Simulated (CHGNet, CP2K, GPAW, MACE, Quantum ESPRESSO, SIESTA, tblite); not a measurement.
# Running rock-salt TiC, an end member of the NbC–TiC series (64 atoms) with tblite

How near does tblite come to plane waves for rock-salt TiC, an end member of the NbC–TiC series (64 atoms)?

Main program and level: tblite 0.8.0; the method is named at each step.

**1. Starting point**

The cell holds 64 atoms: 32 Ti and 32 C. Cell: a = 8.656 Å, b = 8.656 Å, c = 8.656 Å, α = 90.0°, β = 90.0°, γ = 90.0°. It derives from NbC (rock-salt), repeated 2×2×2. Rock-salt NbC, 2 x 2 x 2 conventional cells, 32 of 32 Nb sites given to Ti at random (x = 1.000), lattice by Vegard's rule (a = 4.328 Å); not relaxed, displaced by a Gaussian of 0.02 Å. Then every atom was moved at random, 0.03 Å r.m.s. a Cartesian component.

The yardstick, on the same geometry:

| Property | Result |
| --- | --- |
| method | Kohn-Sham DFT, PBE, SSSP efficiency 1.3.0 pseudopotentials, plane waves (Quantum ESPRESSO 7.5); sssp-pbe-1.3.0-efficiency, cutoffs 45/360 Ry, Γ point |
| r.m.s. force component | 0.5057 eV/Å |
| longest force | 1.782 eV/Å |
| pressure | 0.7943 GPa |
| time | 75 s on 4 MPI ranks of Arm Neoverse V1, shared host |
| CPU time | 5 min |

**2. GFN1-xTB**

Method: GFN1-xTB tight binding, diagonalisation.

The input, run.py:

```python
import numpy as np
from ase.io import read
from tblite.ase import TBLite

atoms = read("structure.xyz")
atoms.calc = TBLite(method="GFN1-xTB", electronic_temperature=580, accuracy=1.0, max_iterations=250, mixer_damping=0.1, verbosity=1)
energy = atoms.get_potential_energy()
forces = atoms.get_forces()
print(f"energy {energy:.6f} eV")
print("forces (eV/A)")
for i, (a, f) in enumerate(zip(atoms, forces)):
    print(f"{i:4d} {a.symbol:2s} {f[0]:10.5f} {f[1]:10.5f} {f[2]:10.5f}")
stress = -atoms.get_stress(voigt=False) * 160.21766
print("stress (GPa, compression positive)")
for row in stress:
    print(" ".join(f"{x:10.4f}" for x in row))
print("charges (e)")
print(np.array2string(atoms.get_charges(), precision=4, suppress_small=True, max_line_width=110, threshold=100000))
```

The input, structure.xyz:

```xyz
64
Lattice="8.65600 0.00000 0.00000 0.00000 8.65600 0.00000 0.00000 0.00000 8.65600" Properties=species:S:1:pos:R:3 pbc="T T T"
Ti 8.63436 8.63999 0.03826
C 2.17872 0.00563 8.61402
Ti 8.58147 2.23810 2.17802
C 2.25861 2.14963 2.19083
Ti 2.14582 0.05194 2.18529
C 0.00995 0.02129 2.10427
Ti 2.13137 2.15664 0.03783
C 8.65332 2.17136 0.00649
Ti 0.00658 8.61056 4.28065
C 2.23411 0.01852 4.34964
Ti 8.62389 2.13093 6.48715
C 2.17231 2.20010 6.49468
Ti 2.22009 8.64656 6.47417
C 0.05003 0.02675 6.43790
Ti 2.19776 2.19577 4.28481
C 8.61341 2.15907 4.29476
Ti 0.02017 4.29130 8.59290
C 2.11198 4.32895 8.58364
Ti 8.57273 6.49226 2.19248
C 2.16357 6.47884 2.18529
Ti 2.16184 4.37448 2.17092
C 0.01723 4.38825 2.23671
Ti 2.17015 6.46880 0.01463
C 0.03878 6.47001 8.57836
Ti 0.03540 4.31008 4.33683
C 2.12834 4.26118 4.38002
Ti 0.05765 6.56610 6.47304
C 2.18590 6.43028 6.46110
Ti 2.13578 4.31597 6.45885
C 0.02657 4.30904 6.44560
Ti 2.13786 6.47850 4.33562
C 0.01610 6.50697 4.37171
Ti 4.42962 0.01653 8.64250
C 6.46309 8.60978 8.60735
Ti 4.37050 2.12851 2.14175
C 6.47503 2.16703 2.12020
Ti 6.44361 8.64518 2.19369
C 4.32341 0.01532 2.16530
Ti 6.51104 2.17352 8.62839
C 4.30506 2.09934 8.63687
Ti 4.37085 0.05618 4.31978
C 6.45400 0.00883 4.33657
Ti 4.32004 2.17352 6.43167
C 6.42215 2.18607 6.49460
Ti 6.53476 8.65470 6.48559
C 4.41993 0.01809 6.51226
Ti 6.45980 2.17889 4.36219
C 4.33553 2.21819 4.28862
Ti 4.37249 4.31701 0.02251
C 6.48447 4.31285 0.03229
Ti 4.31545 6.50793 2.13846
C 6.48707 6.52827 2.17473
Ti 6.49927 4.30731 2.21169
C 4.35379 4.32289 2.12297
Ti 6.58479 6.52195 0.01125
C 4.34220 6.45859 8.63523
[... 4 atom lines left out ...]
Ti 6.45841 4.32835 6.52931
C 4.31328 4.36003 6.50109
Ti 6.49901 6.52758 4.32523
C 4.32402 6.49745 4.37708
```

Command:

```
$ OMP_NUM_THREADS=1 python run.py > output.txt
```

Output:

```text
------------------------------------------------------------
  cycle        total energy    energy error   density error
------------------------------------------------------------
      1     -93.22242179866  -9.3372658E+01   1.2763919E+00
      2     -102.3025054751  -9.0800837E+00   8.3701023E-01
      3     -101.6264785780   6.7602690E-01   6.2313269E-01
      4     -100.1327415352   1.4937370E+00   6.0008281E-01
      5     -105.9457619947  -5.8130205E+00   4.2463931E-01
      6     -106.8813620573  -9.3560006E-01   3.4734313E-01
      7     -105.6361388490   1.2452232E+00   2.8872524E-01
      8     -104.9441963193   6.9194253E-01   2.3793952E-01
      9     -107.8287199810  -2.8845237E+00   8.5792083E-02
     10     -108.1269148989  -2.9819492E-01   4.7865660E-02
     11     -108.1646287610  -3.7713862E-02   3.8622588E-02
     12     -108.1644598998   1.6886119E-04   3.5595498E-02
     13     -108.1759098234  -1.1449924E-02   1.6982965E-02
     14     -108.1803506993  -4.4408759E-03   8.8481698E-03
     15     -108.1811840665  -8.3336728E-04   6.4839380E-03
     16     -108.1822924806  -1.1084141E-03   3.3071086E-03
     17     -108.1825042920  -2.1181140E-04   2.3571812E-03
     18     -108.1825567128  -5.2420772E-05   2.0374081E-03
     19     -108.1825198928   3.6819995E-05   1.8256412E-03
     20     -108.1825945975  -7.4704757E-05   8.6887042E-04
     21     -108.1825968817  -2.2842097E-06   8.9509146E-04
     22     -108.1826055709  -8.6891342E-06   6.8990698E-04
     23     -108.1826093507  -3.7798348E-06   3.8476201E-04
     24     -108.1826141566  -4.8059192E-06   1.7793873E-04
     25     -108.1826147378  -5.8113694E-07   1.0649099E-04
     26     -108.1826150679  -3.3014275E-07   4.8886800E-05
     27     -108.1826151016  -3.3725129E-08   2.5116805E-05
     28     -108.1826151213  -1.9621112E-08   1.1547936E-05
------------------------------------------------------------
 total:                                   5.385 sec
energy -2943.798901 eV
forces (eV/A)
   0 Ti    0.52715    0.17432   -0.11005
   1 C    -0.20798   -0.19796    0.13143
   2 Ti    0.11038   -0.41460    0.03400
   3 C    -0.50163    0.25546   -0.29568
   4 Ti   -0.04172   -0.43057   -0.14318
   5 C     0.02872    0.05401    0.39283
   6 Ti    0.39622    0.10283   -0.12264
   7 C    -0.11962   -0.17676   -0.12032
   8 Ti    0.20630    0.66264   -0.01977
   9 C    -0.47477   -0.21545   -0.22397
  10 Ti    0.16796   -0.09703   -0.26245
  11 C     0.01648   -0.50311   -0.00899
  12 Ti   -0.16047    0.34711    0.21769
  13 C     0.02896    0.06760    0.14285
  14 Ti   -0.28453   -0.36445    0.21308
  15 C     0.19624   -0.09055    0.18285
  16 Ti   -0.02562    0.27132    0.25651
  17 C     0.24477   -0.21695    0.60731
  18 Ti    0.42564   -0.12719   -0.13210
  19 C     0.17728    0.13151   -0.14981
  20 Ti   -0.15074   -0.27083   -0.17059
  21 C     0.04962   -0.28381   -0.64458
  22 Ti   -0.05382    0.48682    0.11335
  23 C    -0.14209    0.07813    0.49405
[...]
56 Ti    0.40374   -0.00393   -0.24907
  57 C    -0.12639    0.08171   -0.07774
  58 Ti    0.25914    0.51252   -0.34286
  59 C     0.01567    0.02843   -0.25397
  60 Ti    0.36774    0.24401   -0.26748
  61 C     0.15975   -0.38282   -0.01563
  62 Ti   -0.21358   -0.31837    0.42371
  63 C     0.02819    0.07482   -0.28507
stress (GPa, compression positive)
    0.5882    -0.0400    -0.0008
   -0.0400     0.2458     0.0098
   -0.0008     0.0098     0.6410
charges (e)
[ 0.3943 -0.3936  0.3914 -0.3981  0.4069 -0.404   0.41   -0.4028  0.3944 -0.3968  0.3966 -0.3847  0.4067
 -0.4011  0.393  -0.3933  0.3937 -0.3924  0.3858 -0.402   0.3973 -0.4033  0.4047 -0.3962  0.3922 -0.3915
  0.3926 -0.3917  0.3908 -0.3857  0.3934 -0.3997  0.3921 -0.3962  0.393  -0.3965  0.3793 -0.3942  0.3865
 -0.3852  0.3925 -0.3985  0.3922 -0.3973  0.3927 -0.3833  0.3876 -0.3933  0.3973 -0.3966  0.4018 -0.4041
  0.3972 -0.3973  0.3919 -0.3934  0.3911 -0.3907  0.3962 -0.3857  0.3985 -0.388   0.3967 -0.3928]
```

It took 5.9 s on 1 thread of Arm Neoverse V1, shared host; peak memory 0.12 GiB.

Banners, paths, timers and routine set-up lines are dropped from the logs unmarked, and long logs keep their key lines alone; longer cuts are marked.

Numbers from this run, and their distance from the reference:

```
r.m.s. force component                  : 0.2787 eV/Å
r.m.s. difference of force components   : 276.1 meV/Å
longest difference of force vectors     : 1140 meV/Å
force difference over r.m.s. force      : 54.61 %
slope of forces against the reference's : 0.5028
correlation of force components         : 0.9122
pressure                                : 0.4917 GPa
pressure difference                     : -0.3026 GPa
```

Length of the force difference by element (eV/Å):

| element | atoms | mean | most |
| --- | --- | --- | --- |
| C | 32 | 0.31 | 0.64 |
| Ti | 32 | 0.54 | 1.1 |

Local excerpt of 9 atoms (numbers count through the whole input) about C26, which bears the longest force; x, y, z are measured from there.

| atom | x | y | z | distance (Å) | bonds | Mulliken charge (e) | Fx | Fy | Fz (eV/Å) |
| --- | --- | --- | --- | --- | --- | --- | --- | --- | --- |
| C26 | 0.00 | 0.00 | 0.00 | 0.00 | 6 | -0.39 | 0.30 | 0.48 | -0.63 |
| Ti15 | 0.07 | -2.07 | -0.10 | 2.07 | 6 | 0.39 | -0.28 | -0.36 | 0.21 |
| Ti29 | 0.01 | 0.05 | 2.08 | 2.08 | 6 | 0.39 | 0.17 | -0.18 | 0.41 |
| Ti25 | -2.09 | 0.05 | -0.04 | 2.09 | 6 | 0.39 | -0.40 | 0.02 | 0.22 |
| Ti57 | 2.18 | 0.12 | -0.06 | 2.19 | 6 | 0.39 | 0.40 | 0.00 | -0.25 |
| Ti21 | 0.03 | 0.11 | -2.21 | 2.21 | 6 | 0.40 | -0.15 | -0.27 | -0.17 |
| Ti31 | 0.01 | 2.22 | -0.04 | 2.22 | 6 | 0.39 | 0.51 | 0.36 | -0.31 |
| C30 | -2.10 | 0.05 | 2.07 | 2.95 | 6 | -0.39 | -0.38 | 0.20 | 0.30 |
| C12 | 0.04 | -2.06 | 2.11 | 2.95 | 6 | -0.38 | 0.02 | -0.50 | -0.01 |

Atoms are counted from 1 here, from 0 in the log.

Forces lie 55 % from the reference's, at 0.020 times its CPU time (on 1 against 4 cores).

**3. Results**

```json
{
 "force difference from the reference": "tblite GFN1-xTB, 55 %",
 "its CPU time": "5.9 s"
}
```

What this shows: Tight binding differs by 55 % (tblite GFN1-xTB); it is another model, with fitted parameters of its own, and the xTB methods hold dispersion. One electronic-structure run takes under half the reference's CPU time: tblite GFN1-xTB, at 55 % in 5.9 s against 5 min. Periodic xTB results under one method name differ between programs and library versions. The reference's pressure holds the uncorrected Pulay stress of its 45 Ry basis, so small pressure differences, and their order, may be the reference's own error. The electronic-structure runs sample only Γ, in a cell whose shortest periodic width is 9 Å, which is coarse for a cell with partly filled levels.

[Also dropped from logs without a mark: logging warnings of Python, and SIESTA's first energy breakdown and zero terms.]

[Logs are printed without paths, hosts, clocks, repeated set-up lines and the standing remarks that a program may print on its own settings, such as how far it seeks lower states.]

[Hosts, paths, dates, database ids (printed as entryN), source tags and the programs' standing remarks are cut or masked in the printed files.]
